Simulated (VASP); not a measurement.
The system is EuO2.

```xyz
3
Lattice="-1.9306 1.9306 2.7386 1.9306 -1.9306 2.7386 1.9306 1.9306 -2.7386" Properties=species:S:1:pos:R:3 pbc="T T T"
Eu    0.0000    0.0000    2.7386
O     1.9306    0.0000    1.3693
O     0.0000    1.9306    1.3693
```

The cell comes from a database or a generator and needn't be the stable form of this composition.

| Quantity | Value |
| --- | --- |
| Program | VASP 6.6.1 |
| Task | relaxation of cell and atoms |
| Functional | r2SCAN |
| Dispersion | rVV10 |
| Potentials or basis | VASP PAW PBE potentials, release 64 (Eu, O) |
| Cutoff | 600 eV |
| k mesh | 7 × 7 × 7 |
| Occupations | gaussian, width 0.05 eV |
| Spin | collinear spin, ferromagnetic start |
| Starting moments | [7.0, 0.0, 0.0] μB |

At the start: pressure -4.0 GPa; volume 13.61 Å³/atom.

**Question.** Where does the relaxation end?

**Answer.** Over 3 steps the energy falls by 5.1 meV/atom and the volume is 13.21 Å³/atom (-3.0 %); space group Fm-3m (No. 225, to 0.05 Å); moment 5.00 μB per cell.

The path:
| step | energy change (eV) | largest force (eV/Å) | pressure (GPa) | volume (Å³) |
| --- | --- | --- | --- | --- |
| 1 | 0.0000 | 0.0000 | -3.96 | 40.83 |
| 2 | -0.0089 | 0.0000 | 2.83 | 38.87 |
| 3 | -0.0154 | 0.0000 | -0.05 | 39.62 |

Final structure:
```yaml
crystal:
  lattice:
    - [-1.91127, 1.91127, 2.71147]
    - [1.91127, -1.91127, 2.71147]
    - [1.91127, 1.91127, -2.71147]
  atoms:
    - { symbol: Eu, position: [0.50000, 0.50000, 0.00000] }
    - { symbol: O, position: [0.25000, 0.75000, 0.50000] }
    - { symbol: O, position: [0.75000, 0.25000, 0.50000] }
```

Caveat: the PAW data sets were made with another functional, which shifts forces and pressure a little; a cell with one magnetic atom can't hold antiferromagnetic order, which such compounds often take; without U or exact exchange the open f shell lies at the Fermi level, which spoils levels, moments and volumes.
